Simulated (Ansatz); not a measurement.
Molecular dynamics on a 2×2×1 supercell (12 atoms) of HfS2 (CdI2 type), relaxed with r2SCAN+rVV10. Forces come from PBEsol in the plane-wave code Ansatz: a Nosé-Hoover thermostat at fixed volume, 1300 K, steps of 1 fs. Computed, non-magnetic; the trajectory is short and the cell small, so nothing here is a converged average.

```yaml
crystal:
  lattice:
    - [7.2605919126, -1.0e-10, 0.0]
    - [-3.6302959562, 6.2878570428, 0.0]
    - [0.0, 0.0, 5.8783581538]
  atoms:
    - { symbol: Hf, position: [0.0, 0.0, 0.0] }
    - { symbol: S, position: [0.1666666667, 0.3333333333, 0.2446279711] }
    - { symbol: S, position: [0.3333333333, 0.1666666667, 0.7553720289] }
    - { symbol: Hf, position: [0.0, 0.5, 0.0] }
    - { symbol: S, position: [0.1666666667, 0.8333333333, 0.2446279711] }
    - { symbol: S, position: [0.3333333333, 0.6666666667, 0.7553720289] }
    - { symbol: Hf, position: [0.5, 0.0, 0.0] }
    - { symbol: S, position: [0.6666666667, 0.3333333333, 0.2446279711] }
    - { symbol: S, position: [0.8333333333, 0.1666666667, 0.7553720289] }
    - { symbol: Hf, position: [0.5, 0.5, 0.0] }
    - { symbol: S, position: [0.6666666667, 0.8333333333, 0.2446279711] }
    - { symbol: S, position: [0.8333333333, 0.6666666667, 0.7553720289] }
kpoints:
  mp_grid: { grid: [3, 3, 2] }
hamiltonian:
  xc: pbesol
scf:
  occupations: { method: fermi_dirac, width: 0.112 }
md:
  ensemble: nvt_nose_hoover
  temperature: 1300
  timestep: 1.0
  n_steps: 30
  initial_velocities: maxwell_boltzmann
  seed: 5935
```

Run as `ansatz run input.yaml --threads 4 --pin off --max-ram 3686MiB --backend cpu --events-out ev --progress --plain --runs-dir out`. It took 2.5 min on 4 threads of Arm Neoverse V1, with other jobs on the host; peak host memory 0.98 GiB.

**Question.** How do temperature and energy develop?

**Answer.** The temperature goes from 1300 K to 365 K in 30 fs. The thermostat hasn't had time to restore it. The atoms start on their lattice sites with kinetic energy alone, so much of it first passes into potential energy. By the last step the atoms have moved 0.17 Å in the root mean square, the drift of the whole cell taken out, 0.23 Å at most.
```csv
step,t (fs),T (K),free energy F from step 0 (meV/atom),kinetic energy (meV/atom),largest force (eV/Å)
0,0,1300,0.0,154.0,0.10
1,1,1299,0.1,153.9,0.14
2,2,1294,0.8,153.3,0.20
3,3,1283,2.0,152.0,0.30
4,4,1268,3.8,150.2,0.43
5,5,1248,6.2,147.8,0.57
6,6,1223,9.1,144.9,0.71
7,7,1194,12.6,141.5,0.85
8,8,1161,16.5,137.6,0.98
9,9,1124,20.9,133.2,1.12
10,10,1084,25.7,128.4,1.26
11,11,1040,30.8,123.3,1.40
12,12,995,36.3,117.8,1.54
13,13,947,42.0,112.2,1.67
14,14,897,47.8,106.3,1.81
15,15,847,53.8,100.4,1.93
16,16,797,59.8,94.4,2.06
17,17,747,65.8,88.5,2.17
18,18,698,71.7,82.7,2.28
19,19,651,77.4,77.1,2.38
20,20,605,82.8,71.7,2.47
21,21,563,87.9,66.7,2.55
22,22,523,92.6,62.0,2.62
23,23,488,96.9,57.8,2.68
24,24,456,100.7,54.1,2.73
25,25,429,104.0,50.9,2.76
26,26,407,106.7,48.2,2.78
27,27,389,108.9,46.1,2.78
28,28,376,110.5,44.6,2.77
29,29,368,111.5,43.6,2.75
30,30,365,112.0,43.3,2.71
```

Positions (Å) and forces (eV/Å) at step 30:
```
Hf   0.114  -0.005   0.032    -1.527  -0.179   0.248
S   -0.010   2.176   1.329    -0.565  -0.874   1.352
S    1.774   1.190   4.301     0.270  -1.380   0.414
Hf  -1.792   3.217  -0.064    -1.452  -1.252   0.995
S   -1.676   5.404   1.450    -1.335  -1.359   0.999
S   -0.038   4.051   4.606     0.650   1.452  -2.193
Hf   3.492   0.033  -0.042     1.755   0.492  -0.575
S    3.542   2.032   1.454     0.625  -0.073   0.008
S    5.446   0.935   4.665     0.197   0.795  -1.101
Hf   1.826   3.061   0.032     0.604   0.893   0.515
S    1.872   5.062   1.429    -0.006   1.283  -0.049
S    3.553   4.204   4.515     0.783   0.201  -0.612
```
